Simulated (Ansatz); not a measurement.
Crystal: Fe2Ge.

```
CELL_PARAMETERS angstrom
4.16363 0.00000 0.00000
-2.08182 3.60581 0.00000
0.00000 0.00000 2.62647
ATOMIC_POSITIONS crystal
Ge 0.00000 0.00000 0.00000
Fe 0.33333 0.66667 0.50000
Fe 0.66667 0.33333 0.50000
```

The cell comes from a database or a generator and needn't be the stable form of this composition.

Base run:

```yaml
Program: Ansatz 0.2.0
Functional: PBEsol
Potentials_or_basis: Ansatz PAW
Cutoff: "420 eV (not typed: the program's choice for these potentials)"
k_mesh: 7 × 7 × 10
Occupations: fermi-dirac, width 0.05 eV
Spin: non-collinear spin, ferromagnetic start, spin-orbit coupling
Starting_moments: "[[0.0, 0.0, 0.0], [2.121, 2.121, 0.0], [2.121, 2.121, 0.0]] μB"
```

Its results: band gap on the k mesh none (metal or under the smearing width); pressure -7.1 GPa.

Problem. The run is repeated on the same cell with these changes: spin from non-collinear spin, ferromagnetic start, spin-orbit coupling to no spin polarisation; potential files from those of the base run to others of the same set. What comes out?

Solution. Band gap on the k mesh none (metal or under the smearing width); pressure -23.6 GPa.

Caveats: the PAW data sets come from PBE, with cores solved anew for the run's functional, which leaves a small shift of forces and pressure; the thresholds are loose for stress (some runs).
